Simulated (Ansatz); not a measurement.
# HfN (Fm-3m): relaxation of cell and ions

What cell does HfN (Fm-3m) relax to? The task is a relaxation of cell and ions, for HfN (Fm-3m).

Computed with Ansatz 0.2.0, driven from Python. Level of theory: DFT PBEsol, plane waves, PAW.

### 1 The system

The structure is cubic, space group Fm-3m (No. 225). Conventional cell: a = 4.512 Å, b = 4.512 Å, c = 4.512 Å, α = 90.00°, β = 90.00°, γ = 90.00°. Around Hf (site symmetry m-3m) lie 6 N at 2.26 Å. N (site symmetry m-3m) has 6 Hf at 2.26 Å in its first shell of neighbours.

No structure file is read: the coordinates are typed or built in the script.

### 2 Script

Contents of hfn_vcrelax.py:

```python
import ansatz as az
import matplotlib.pyplot as plt
import numpy as np

def edges_and_angles(cell):
    cell = np.asarray(cell)
    a, b, c = np.linalg.norm(cell, axis=1)
    cosines = cell[1] @ cell[2] / (b * c), cell[0] @ cell[2] / (a * c), cell[0] @ cell[1] / (a * b)
    return (a, b, c, *np.degrees(np.arccos(cosines)))

vectors = np.array([
    [0.0, 2.256, 2.256],
    [2.256, 0.0, 2.256],
    [2.256, 2.256, 0.0],
])
system = (
    az.Lattice.of(vectors)
    .atom('Hf', [0.0, 0.0, 0.0])
    .atom('N', [0.5, 0.5, 0.5])
)

calc = (
    system.calculation()
    .functional('pbesol')
    .pseudopotentials('paw')
    .basis(450)
    .kpoints(spacing=0.19)
    .occupations('Marzari-Vanderbilt')
    .relax(force_tolerance=0.005, cell=True, stress_tolerance=0.01)
)
steps = []


def collect(event):
    if event['event'] == 'relax_step':
        steps.append(event['data'])


out = calc.session().plan().execute(on_event=collect)
rep = out.report
print('step   energy (eV)     max comp. (eV/A)   P (GPa)  SCF')
for s in steps:
    print(f'{s["step"]:4d} {s["lagrangian_ev"]:15.5f} {s["allowed_force_max_ev_ang"]:12.4f} {s["pressure_gpa"]:10.3f} {s["n_scf"]:5d}')

first, last = steps[0], steps[-1]
symbols = [site.symbol for site in out.lattice.sites]
print(f'energy gained {first["lagrangian_ev"] - last["lagrangian_ev"]:.4f} eV in {len(steps) - 1} steps')
for label, vectors in (('before', first['cell_ang']), ('after', out.lattice.cell_ang)):
    print(label, 'a b c (A) {:.4f} {:.4f} {:.4f}  angles {:.2f} {:.2f} {:.2f}'.format(*edges_and_angles(vectors)), f' V = {abs(np.linalg.det(vectors)):.3f} A^3')
print('final stress xx yy zz (GPa, compression positive):', np.round(np.diag(rep['stress_gpa']), 3) + 0.0)

change = np.array(last['positions_ang']) @ np.linalg.inv(last['cell_ang']) - np.array(first['positions_ang']) @ np.linalg.inv(first['cell_ang'])
moved = np.linalg.norm(change @ np.array(last['cell_ang']), axis=1)
print('displacement within the cell, strain taken out (A):', ' '.join(f'{s}:{d:.3f}' for s, d in zip(symbols, moved)))

fig, (top, bottom) = plt.subplots(2, 1, sharex=True, figsize=(4.5, 4))
top.plot([s['lagrangian_ev'] - last['lagrangian_ev'] for s in steps], 'o-')
top.set_ylabel('E - E(final) (eV)')
bottom.semilogy([max(s['allowed_force_max_ev_ang'], 1e-6) for s in steps], 's-')
bottom.set(xlabel='step', ylabel='largest force (eV/A)')
fig.tight_layout()
fig.savefig('relax.png', dpi=100)

print('relaxed fractional positions')
for site in out.lattice.sites:
    print(f'  {site.symbol:2s}', ' '.join(f'{v % 1:8.5f}' for v in np.round(site.position_frac, 5)))

n_atoms = len(rep['lattice']['sites'])
print('F =', round(rep['free_energy_ev'], 4), 'eV for', n_atoms, 'atoms')
print('E(sigma -> 0) =', round(rep['energy_sigma0_ev'], 4), 'eV, TS =', round(rep['entropy_ts_ev'], 5), 'eV')
print('closed by', rep['closed_by'], 'after', rep['n_iterations'], 'iterations')
```

### 3 Running it

Launch:

```console
$ python hfn_vcrelax.py
```

Q: Predict the main results. Wanted: free energy; moves of the relaxation; energy gained; last largest force component; relaxed conventional cell; space group at the end.

The runs gave:

```
                                         quantity                                                                      value
                                      free energy                                        -15980.2529 eV (-7990.1264 eV/atom)
                          moves of the relaxation                                                                          2
energy gained (ahead of the last change of basis)                                                               0.5 meV/atom
                     last largest force component                                                                0.0000 eV/Å
                        relaxed conventional cell  a = 4.501 Å, b = 4.501 Å, c = 4.501 Å, α = 90.00°, β = 90.00°, γ = 90.00°
                           space group at the end                                                                      Fm-3m
```

The volume shrank by 0.7 % over 2 moves, and the space group stayed Fm-3m. Caveats:
- No spin polarisation was allowed.
- Forces vanish by symmetry, so the ions can't move, and the end may be a saddle.
- Energies along a relaxation are free energies. Rows at an unchanged volume are solved on a plane-wave basis chosen afresh for that cell, so the energy jumps there and such rows are no steps of the walk.
- Edges and angles that the script prints are those of the cell as typed, here a primitive one.
- Spin-orbit coupling, which matters for elements this heavy, is left out.
